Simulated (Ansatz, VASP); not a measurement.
CdO2: VASP beside Ansatz

```
Cd O
1.0
     3.59208    0.00000    0.00000
    -1.79604    3.11083    0.00000
     0.00000    0.00000    2.99888
Cd O
1 2
Direct
  0.00000 0.00000 0.00000
  0.33333 0.66667 0.50000
  0.66667 0.33333 0.50000
```

Alike in both runs: functional r2SCAN; k mesh 6 × 6 × 6; occupations gaussian, width 0.1 eV; no spin polarisation.

Ansatz relaxed the structure, and its values are those at the end. VASP's run is a single point on that final structure, the one shown.

|  | VASP | Ansatz |
| --- | --- | --- |
| version | VASP 6.6.1 | Ansatz 0.2.0 |
| potentials or method | VASP PAW PBE potentials, release 64 (Cd, O) | scalar-relativistic, plane waves, PAW |
| plane-wave cutoff (eV) | 520 | 500 |
| valence electrons in the cell | 24 | 32 |

|  | VASP | Ansatz | Ansatz less VASP |
| --- | --- | --- | --- |
| gap on the k mesh at the Fermi level (eV) | none | none | - |
| pressure (GPa) | 1.0 | 0.0 | -1.06 |

A gap of «none» marks a metal or a gap that the smearing closes. The two sets of potentials don't hold the same shells in valence.

Caveats: the PAW data sets were made with another functional, which shifts forces and pressure a little (VASP).
